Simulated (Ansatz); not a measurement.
# simple cubic against fcc along the 4d metals

These are results of Ansatz, DFT, BLYP, plane waves (420 eV) with PAW, scalar-relativistic, not measurements. The PAW files were generated under PBE, with cores re-solved for the functional.

Each structure is relaxed within its symmetry, in the lowest magnetic state of the tried starts. Differences under about 8 meV lie within the error of the k-point mesh.

| element | E(simple cubic) − E(fcc) (meV/atom) | V(simple cubic) (Å³/atom) | V(fcc) (Å³/atom) | state of simple cubic | state of fcc |
| --- | --- | --- | --- | --- | --- |
| Y | 690 | 36.68 | 33.47 | spin not included | spin not included |
| Zr | 701 | 26.00 | 24.02 | spin not included | spin not included |
| Nb | 502 | 21.07 | 19.50 | spin not included | spin not included |
| Mo | 551 | 18.46 | 16.67 | spin not included | spin not included |
| Ru | 775 | 16.66 | 14.51 | spin not included | spin not included |
| Rh | 559 | 17.26 | 14.82 | spin not included | non-magnetic |
| Pd | 320 | 19.03 | 16.38 | spin not included | spin not included |
| Ag | 189 | 22.45 | 19.30 | spin not included | spin not included |
| Cd | -33 | 30.76 | 26.46 | spin not included | spin not included |
